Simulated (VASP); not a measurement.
# VASP 6.6.1 run: Si

INCAR

```
ISMEAR = 2
LASPH = .TRUE.
ENCUT = 520
NELM = 120
NBANDS = 11
EDIFF = 1E-7
NSW = 0
LWAVE = .FALSE.
ISIF = 2
PREC = Accurate
GGA = PE
SIGMA = 0.2
LREAL = .FALSE.
IBRION = -1
LCHARG = .FALSE.
```

KPOINTS

```
KPOINTS created by Atomic Simulation Environment
0
Gamma
8 8 8
0 0 0
```

POSCAR

```
Si
 1.0000000000000000
     0.0000000000000000    2.7765612735000000    2.6821061821000001
     2.7765612735000000    0.0000000000000000    2.6821061821000001
     2.7765612735000000    2.7765612735000000    0.0000000000000000
 Si
   2
Cartesian
  0.0000000000000000  0.0000000000000000  0.0000000000000000
  1.3882806367499998  1.3882806367499998  1.3410530910500000
```

The recommended PBE PAW datasets give the neutral cell 8 valence electrons.

Command

```
mpirun -np 1 vasp_std
```

**Question.** How does this run end, and what does it give?

**Answer.** It converged. Results: gap between bands v and c on the k mesh 0.31 eV; least direct gap on the k mesh 2.32 eV; pressure -1.0 GPa. Band v is the last that the valence electrons fill when counted band by band, and c is the next.

OSZICAR

```
N       E                     dE             d eps       ncg     rms          rms(c)
DAV:   1     0.626105683694E+01    0.62611E+01   -0.32860E+03  1298   0.568E+02
DAV:   2    -0.104294797773E+02   -0.16691E+02   -0.15924E+02  1708   0.803E+01
DAV:   3    -0.109930155985E+02   -0.56354E+00   -0.56195E+00  1715   0.126E+01
DAV:   4    -0.109974283333E+02   -0.44127E-02   -0.44121E-02  1524   0.140E+00
DAV:   5    -0.109974722891E+02   -0.43956E-04   -0.43956E-04  1622   0.132E-01    0.468E+00
DAV:   6    -0.108857932400E+02    0.11168E+00   -0.61789E-02  1477   0.102E+00    0.284E+00
DAV:   7    -0.108335241744E+02    0.52269E-01   -0.12256E-01  1495   0.155E+00    0.159E-01
DAV:   8    -0.108348145468E+02   -0.12904E-02   -0.56102E-03  1484   0.401E-01    0.785E-02
DAV:   9    -0.108350313061E+02   -0.21676E-03   -0.21277E-04  1599   0.880E-02    0.573E-02
DAV:  10    -0.108350549288E+02   -0.23623E-04   -0.20279E-05  1557   0.261E-02    0.481E-03
DAV:  11    -0.108350556934E+02   -0.76464E-06   -0.20582E-06  1582   0.744E-03    0.304E-03
DAV:  12    -0.108350558360E+02   -0.14253E-06   -0.44498E-07  1497   0.415E-03    0.182E-03
DAV:  13    -0.108350558826E+02   -0.46681E-07   -0.40516E-09   940   0.441E-04
   1 F= -.10835056E+02 E0= -.10835051E+02  d E =-.188405E-04
```

For comparison, a separate PBE run of the intended cell, on usual settings and not on those above, gives a gap of 0.31 eV on its mesh and a pressure of -1.0 GPa.
